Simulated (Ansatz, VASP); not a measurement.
## BeTe: VASP beside Ansatz

Contents of INCAR:

```
SYSTEM = BeTe
  ALGO = Normal
  EDIFF = 1E-6
  ENCUT = 520
  GGA = PE
  ISIF = 2
  ISMEAR = 0
  LASPH = .True.
  LCHARG = .False.
  LREAL = .False.
  LWAVE = .False.
  NBANDS = 36
  NELM = 80
  PREC = Accurate
  SIGMA = 0.1
```

KPOINTS

```
k-points
0
Gamma
  4 4 4
  0 0 0
```

File POSCAR:

```
BeTe
1.0
   -3.7606199500      3.7606199500      3.7606199500
    3.7606199500     -3.7606199500      3.7606199500
    3.7606199500      3.7606199500     -3.7606199500
Be Te
6 6
Direct
    0.1250000000      0.7500000000      0.8750000000
    0.6250000000      0.3750000000      0.2500000000
    0.7500000000      0.8750000000      0.1250000000
    0.8750000000      0.1250000000      0.7500000000
    0.3750000000      0.2500000000      0.6250000000
    0.2500000000      0.6250000000      0.3750000000
    0.7500000000      0.3750000000      0.6250000000
    0.1250000000      0.8750000000      0.2500000000
    0.2500000000      0.1250000000      0.8750000000
    0.3750000000      0.6250000000      0.7500000000
    0.8750000000      0.2500000000      0.1250000000
    0.6250000000      0.7500000000      0.3750000000
```

Input for Ansatz:

```yaml
crystal:
  lattice:
    - [-3.76061995, 3.76061995, 3.76061995]
    - [3.76061995, -3.76061995, 3.76061995]
    - [3.76061995, 3.76061995, -3.76061995]
  atoms:
    - { symbol: Be, position: [0.125, 0.75, 0.875] }
    - { symbol: Be, position: [0.625, 0.375, 0.25] }
    - { symbol: Be, position: [0.75, 0.875, 0.125] }
    - { symbol: Be, position: [0.875, 0.125, 0.75] }
    - { symbol: Be, position: [0.375, 0.25, 0.625] }
    - { symbol: Be, position: [0.25, 0.625, 0.375] }
    - { symbol: Te, position: [0.75, 0.375, 0.625] }
    - { symbol: Te, position: [0.125, 0.875, 0.25] }
    - { symbol: Te, position: [0.25, 0.125, 0.875] }
    - { symbol: Te, position: [0.375, 0.625, 0.75] }
    - { symbol: Te, position: [0.875, 0.25, 0.125] }
    - { symbol: Te, position: [0.625, 0.75, 0.375] }
basis:
  ecutwfc: 420
kpoints:
  mp_grid: { grid: [4, 4, 4] }
hamiltonian:
  xc: pbe
scf:
  occupations: { method: gaussian, width: 0.1 }
  lower_state_search: "off"
output:
  forces: true
  stress: true
  eigenvalues: true
```

Alike in both runs: task single point; functional PBE; k mesh 4 × 4 × 4; occupations gaussian, width 0.1 eV; no spin polarisation.

|  | VASP | Ansatz |
| --- | --- | --- |
| version | VASP 6.6.1 | Ansatz 0.2.0 |
| potentials or method | VASP PAW PBE potentials, release 64 (Be, Te) | scalar-relativistic, plane waves, PAW |
| plane-wave cutoff (eV) | 520 | 420 |
| valence electrons in the cell | 48 | 108 |

|  | VASP | Ansatz | Ansatz less VASP |
| --- | --- | --- | --- |
| gap on the k mesh at the Fermi level (eV) | 0.97 | 0.99 | +0.021 |
| least direct gap on the mesh (eV) | 0.97 | 0.99 | +0.021 |
| pressure (GPa) | 21.2 | 20.9 | -0.31 |

The two sets of potentials don't hold the same shells in valence.

Caveats: so large a pressure means that the cell lies far from this level's equilibrium, or that cutoff or potentials fall short (VASP); spin-orbit coupling is left out, which moves the levels of the heavy elements. A hybrid or GW would open this gap; PBE tends to underestimate it.
